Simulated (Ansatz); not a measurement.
Input and command of a calculation in Ansatz (plane waves; scalar-relativistic PAW potentials unless the input names others):

```yaml
crystal:
  lattice:
    - [4.5835460074, 0.0, 0.0]
    - [0.0, 4.5835460074, 0.0]
    - [0.0, 0.0, 2.8383680532]
  atoms:
    - { symbol: V, position: [0.0, 0.0, 0.0], spin: 0.92 }
    - { symbol: V, position: [0.5, 0.5, 0.5], spin: 0.92 }
    - { symbol: O, position: [0.2999928517, 0.2999928517, 0.0] }
    - { symbol: O, position: [0.2000071483, 0.7999928517, 0.5] }
    - { symbol: O, position: [0.7000071483, 0.7000071483, 0.0] }
    - { symbol: O, position: [0.7999928517, 0.2000071483, 0.5] }
basis:
  ecutwfc: 420
kpoints:
  mp_grid: { grid: [8, 8, 12] }
hamiltonian:
  xc: pbesol
scf:
  occupations: { method: gaussian, width: 0.1 }
  max_iter: 80
output:
  forces: true
  eigenvalues: true
  stress: true
magnetization:
  spin_polarized: true
relax:
  adjacent_minimum: "off"
  f_tol: 0.005
  max_steps: 50
  cell: { stress_tol: 0.05 }
total_charge: -4
```

```bash
ansatz run input.yaml --threads 2 --pin off --max-ram 5120MiB --backend cpu --events-out ev --progress --plain --runs-dir out
```

Abridged log:
```
The last accepted step is kept in <dir> (removed where the run ends without a failure and the disk answers)
Pseudopotentials: kind: paw
Pseudopotential: V, paw, valence charge 13, recommended cutoff 420 eV (normal)
Pseudopotential: O, paw, valence charge 6, recommended cutoff 420 eV (normal)
Functional definition: PBEsol
Crystal: 6 atoms, lattice volume = 59.631 Å³
Basis set: ecut = 420 eV, 1145 PW (Γ), exchange–correlation on 64×64×40 points (8 copies of the dense FFT grid, shifted against one another)
Bands: 34, of which v1, the nominal top of the filled ones, is band 27 counted from 1 (26 counted from 0)
Symmetry: 16 space group operations
Space group: P42/mnm (ITA 136), of the structure as read, at distance tolerance 3.9e-5 Å
Magnetic group: BNS 136.495 (UNI 1155), of the structure as read, at distance tolerance 3.9e-5 Å
k-points: 105 of 768
Initial density: superposition of atomic densities (chi_scale 0.1, normalization cell, long waves kept (reshape's long-wave potential 0.00 eV rms))
Starting moments: Σ|m| = 1.84 μB on 2 of 6 sites
Initial wavefunctions: pseudopotential atomic-orbital guess
Functional: x = pbesol(κ = 0.804, μ = 0.12345679), c = pbesol(β = 0.046)
SCF iter   1: F=—  HF=-7967.911291 eV  |F-HF|=—  |Δ(HF+E_count)|=         —  Δρ=1.03e-1 (↑1.03e-1 ↓8.34e-2) dr2=1.40e1  dr2_m=1.02e-1  M=1.543 μB ∫|m|=1.553 μB  β_m=0.30  ethr=3.10e-3  ⟨swp⟩=5.4  Hψ=25649  notcnv=0
Mixer restart at iter 1: flushing history
spin=Collinear: Kerker preconditioning applied to the charge; magnetization (m = ρ↑ − ρ↓) channel mixes plain (no charge-response kernel on spin).
SCF iter   2: F=—  HF=-7964.026982 eV  |F-HF|=—  |Δ(HF+E_count)|=    3.88e0  Δρ=5.33e-2 (↑5.33e-2 ↓4.83e-2) dr2=3.51e0  dr2_m=4.88e-2  M=1.702 μB ∫|m|=1.710 μB  β_m=0.44  ethr=3.10e-3  ⟨swp⟩=2.5  Hψ=15827  notcnv=0  defer=343
SCF iter   3: F=—  HF=-7966.301532 eV  |F-HF|=—  |Δ(HF+E_count)|=    2.27e0  Δρ=1.64e-2 (↑1.64e-2 ↓1.46e-2) dr2=1.95e-1  dr2_m=4.39e-2  M=1.880 μB ∫|m|=1.886 μB  β_m=0.72  ethr=3.10e-3  ⟨swp⟩=2.6  Hψ=14873  notcnv=0  defer=343
SCF iter   4: F=—  HF=-7969.042316 eV  |F-HF|=—  |Δ(HF+E_count)|=         —  Δρ=8.81e-2 (↑8.81e-2 ↓7.41e-2) dr2=1.87e-1  dr2_m=3.57e0  M=5.182 μB ∫|m|=5.186 μB  β_m=1.00  ethr=3.62e-4  ⟨swp⟩=2.2  Hψ=15417  notcnv=0  defer=306
Mixer restart at iter 4: flushing history
SCF iter   5: F=—  HF=-7968.030481 eV  |F-HF|=—  |Δ(HF+E_count)|=    1.01e0  Δρ=7.12e-3 (↑7.12e-3 ↓5.06e-3) dr2=7.46e-2  dr2_m=3.29e-3  M=5.215 μB ∫|m|=5.230 μB  β_m=0.72  ethr=9.26e-5  ⟨swp⟩=2.5  Hψ=14893  notcnv=0  defer=325
SCF iter   6: F=—  HF=-7968.015519 eV  |F-HF|=—  |Δ(HF+E_count)|=   1.50e-2  Δρ=3.56e-3 (↑3.56e-3 ↓3.16e-3) dr2=1.15e-2  dr2_m=3.47e-3  M=5.314 μB ∫|m|=5.330 μB  β_m=0.75  ethr=9.26e-5  ⟨swp⟩=2.3  Hψ=13212  notcnv=0  defer=279
SCF iter   7: F=—  HF=-7968.013335 eV  |F-HF|=—  |Δ(HF+E_count)|=   2.18e-3  Δρ=1.95e-3 (↑1.95e-3 ↓1.41e-3) dr2=2.91e-3  dr2_m=1.19e-3  M=5.348 μB ∫|m|=5.365 μB  β_m=0.88  ethr=2.13e-5  ⟨swp⟩=2.0  Hψ=11732  notcnv=0  defer=279
SCF iter   8: F=—  HF=-7968.013001 eV  |F-HF|=—  |Δ(HF+E_count)|=   3.34e-4  Δρ=1.12e-3 (↑1.12e-3 ↓3.85e-4) dr2=7.21e-4  dr2_m=1.85e-4  M=5.367 μB ∫|m|=5.385 μB  β_m=0.78  ethr=5.40e-6  ⟨swp⟩=2.1  Hψ=11812  notcnv=0  defer=280
   ...
SCF iter   3: F=—  HF=-7958.800466 eV  |F-HF|=—  |Δ(HF+E_count)|=   3.85e-8  Δρ=1.48e-6 (↑1.23e-6 ↓1.48e-6) dr2=1.01e-9  dr2_m=5.72e-10  M=0.001 μB ∫|m|=0.001 μB  β_m=0.80  ethr=6.53e-12  ⟨swp⟩=2.1  Hψ=12793  notcnv=0
SCF iter   4: F=—  HF=-7958.800466 eV  |F-HF|=—  |Δ(HF+E_count)|=   8.82e-9  Δρ=1.14e-6 (↑1.06e-6 ↓1.14e-6) dr2=1.07e-10  dr2_m=5.27e-10  M=0.001 μB ∫|m|=0.001 μB  β_m=0.90  ethr=1.87e-12  ⟨swp⟩=2.0  Hψ=11277  notcnv=0
SCF iter   5: F=—  HF=-7958.800466 eV  |F-HF|=—  |Δ(HF+E_count)|=   1.85e-9  Δρ=1.31e-6 (↑9.81e-7 ↓1.31e-6) dr2=5.41e-10  dr2_m=4.86e-10  M=0.001 μB ∫|m|=0.001 μB  β_m=0.95  ethr=1.00e-12  ⟨swp⟩=2.1  Hψ=10505  notcnv=0
SCF iter   6: F=—  HF=-7958.800466 eV  |F-HF|=—  |Δ(HF+E_count)|=  9.40e-10  Δρ=1.68e-6 (↑1.68e-6 ↓6.93e-7) dr2=1.74e-9  dr2_m=4.01e-10  M=0.001 μB ∫|m|=0.001 μB  β_m=0.93  ethr=1.00e-12  ⟨swp⟩=2.7  Hψ=13742  notcnv=0
SCF iter   7: F=—  HF=-7958.800466 eV  |F-HF|=—  |Δ(HF+E_count)|=   1.16e-9  Δρ=1.14e-6 (↑8.56e-7 ↓1.14e-6) dr2=4.59e-10  dr2_m=3.31e-10  M=0.001 μB ∫|m|=0.001 μB  β_m=0.87  ethr=1.00e-12  ⟨swp⟩=2.2  Hψ=12985  notcnv=0
SCF iter   8: F=—  HF=-7958.800466 eV  |F-HF|=—  |Δ(HF+E_count)|=  5.09e-11  Δρ=7.18e-7 (↑7.18e-7 ↓5.49e-7) dr2=8.36e-10  dr2_m=7.41e-12  M=0.000 μB ∫|m|=0.000 μB  β_m=0.89  ethr=1.00e-12  ⟨swp⟩=3.1  Hψ=15651  notcnv=0
SCF iter   9: F=—  HF=-7958.800466 eV  |F-HF|=—  |Δ(HF+E_count)|=   1.92e-9  Δρ=1.10e-7 (↑8.77e-8 ↓1.10e-7) dr2=4.12e-12  dr2_m=3.07e-12  M= 0.000 μB ∫|m|=0.000 μB  β_m=0.86  ethr=1.00e-12  ⟨swp⟩=2.5  Hψ=13459  notcnv=0
SCF iter  10: F=-7958.800466 eV  HF=-7958.800466 eV  |F-HF|=9.09e-13  |Δ(HF+E_count)|=  2.09e-11  Δρ=3.26e-8 (↑2.28e-8 ↓3.26e-8) dr2=8.61e-13  dr2_m=2.68e-14  M= 0.000 μB ∫|m|=0.000 μB  ethr=1.00e-12  ⟨swp⟩=2.2  Hψ=25981  notcnv=0
the starting moments were not kept: the SCF closed with an absolute magnetisation of 3.0e-5 μB, where they sum to 1.84 μB in size (2 sites). That is at most 0.1 of that sum.
SCF 14 converged in 10 iterations: F = -7958.800466 eV  dr2 = 8.61e-13
SCF converged after 10 iterations
Magnetization:  0.0000 μB (27.0000 up, 27.0000 down)
Absolute magnetization: 0.0000 μB (∫|ρ↑−ρ↓|, with the PAW one-centre terms)
Spin contamination: 0.0000 ħ² per cell (⟨S²⟩ above its minimum at these occupations)
Per-site moments (μB) at R_I (Å): [(-9.60297968e-6, 0.75680919), (-9.60297968e-6, 0.75680919), (-7.58385345e-7, 0.75680919), (-7.58385345e-7, 0.75680919), (-7.58385345e-7, 0.75680919), (-7.58385345e-7, 0.75680919)]
Free energy (F): -7958.800466 eV
Harris-Foulkes:  -7958.800466 eV  (|F-HF|=9.09e-13)
Internal energy: -7958.778784 eV  (E = F + TS)
E sigma→0 (E₀):  -7958.789625 eV
Entropy (-TS):   -0.021682 eV (-3.614 meV/atom)
Fermi energy:    16.586130 eV
--- Forces (eV/Å), atoms counted from 1 ---
  atom   1  V      0.00000000     0.00000000     0.00000000
  atom   2  V      0.00000000     0.00000000     0.00000000
  atom   3  O      0.00044668     0.00044668     0.00000000
  atom   4  O     -0.00044668     0.00044668     0.00000000
  atom   5  O     -0.00044668    -0.00044668     0.00000000
  atom   6  O      0.00044668    -0.00044668     0.00000000
--- Stress (GPa, compression-positive) ---
        0.003813       0.000000       0.000000
        0.000000       0.003813       0.000000
        0.000000       0.000000      -0.013367
  P = ⅓ Tr σ = -0.0019 GPa (-0.019 kbar)
--- Relaxed structure (12 steps of the walk, 11 accepted, 2 SCFs on fresh bases) ---
  F+E_penalty+E_count = -7958.80046581 eV   max|allowed force component| = 4.467e-4 eV/Å   (the final SCF, on the basis selected at the relaxed cell)
  cell:  # Å, volume = 52.2175 Å³
    - [4.66845958, 0.0, 0.0]
    - [0.0, 4.66845958, 0.0]
    - [0.0, 0.0, 2.39590015]
  atoms:
    - { symbol: V, position: [0.0, 0.0, 0.0] }
    - { symbol: V, position: [0.5, 0.5, 0.50000000] }
    - { symbol: O, position: [0.27789059, 0.27789059, 0.0] }
    - { symbol: O, position: [0.22210940, 0.77789059, 0.50000000] }
    - { symbol: O, position: [0.72210940, 0.72210940, 0.0] }
    - { symbol: O, position: [0.77789059, 0.22210940, 0.50000000] }
```

What should be changed?

The fault is a net charge on a solid that should be neutral, 4 electrons a cell too many, offset by a uniform background, so that energy and pressure hang on that convention (total_charge: not typed → -4, the first being the value of the sound run). Setting it back cures it. The run converged all the same, with a total energy on another zero, a relaxed volume of 8.70 Å³/atom, pressure 0.00 GPa (with the neutralising background of the charged cell), largest force 0.001 eV/Å, no gap on the mesh, so convergence alone doesn't show that an input is right. A reference run from the same start on usual settings converged, and the end of its own relaxation has a relaxed volume of 9.61 Å³/atom, pressure -0.02 GPa, largest force 0.000 eV/Å, no gap on the mesh.

It took 2.6 min on 2 threads of Intel(R) Xeon(R) 6975P-C (Granite Rapids), on a shared host, peak memory 0.76 GiB.